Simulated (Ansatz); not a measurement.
**Which way does BeS + SnSe ⇌ BeSe + SnS run?**

Plane-wave DFT in Ansatz with scalar-relativistic PAW potentials, cutoff 420 eV, Γ-centred meshes chosen by cell and gap, Gaussian smearing with energies taken to zero width. Every cell was relaxed (cell and atoms) in a run of its own, within the symmetry of its start. Functional: PBE.

Total energies hold large constants for each element; a whole number of eV per atom of each element is taken off below, which cancels in a balanced reaction.

| compound | lowest structure computed | structures tried | V (Å³/atom) | gap on mesh (eV) | E (eV per formula unit, common shift removed) |
| --- | --- | --- | --- | --- | --- |
| BeS | F-43m | 6 | 14.49 | 3.15 | -1.9655 |
| SnSe | Pnma | 6 | 28.29 | 0.67 | -1.1685 |
| BeSe | F-43m | 3 | 17.35 | 2.67 | -1.4373 |
| SnS | Pnma | 12 | 25.65 | 1.05 | -1.1869 |

Work out the reaction energy at 0 K.

ΔE = E(BeSe) + E(SnS) − E(BeS) − E(SnSe) = 0.510 eV, or 49 kJ per mole of reaction (127 meV/atom). The left side is lower: Be takes S and Sn takes Se. All four are computed as solids; where they are solids at ordinary conditions entropy changes little. A lower structure that wasn't tried would shift the value, and mixed crystals may lie lower than either side.